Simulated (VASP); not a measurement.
Crystal: ZrSe2.

```
Zr Se
1.0
     3.79800    0.00000    0.00000
    -1.89900    3.28916    0.00000
     0.00000    0.00000    6.19200
Zr Se
1 2
Direct
  0.00000 0.00000 0.00000
  0.66667 0.33333 0.75000
  0.33333 0.66667 0.25000
```

Base run:

| Quantity | Value |
| --- | --- |
| Program | VASP 6.6.1 |
| Functional | PBEsol |
| Potentials or basis | VASP PAW PBE potentials, release 64 (Zr_sv, Se) |
| Cutoff | 520 eV |
| k mesh | 8 × 8 × 6 |
| Occupations | gaussian, width 0.02 eV |
| Spin | no spin polarisation |

Its results: band gap on the k mesh 0.32 eV, indirect (least direct gap 1.01 eV).

Question: The run is repeated on the same cell with these changes: functional from PBEsol to PBE. What comes out?

Answer: Band gap on the k mesh 0.37 eV, indirect (least direct gap 1.05 eV).
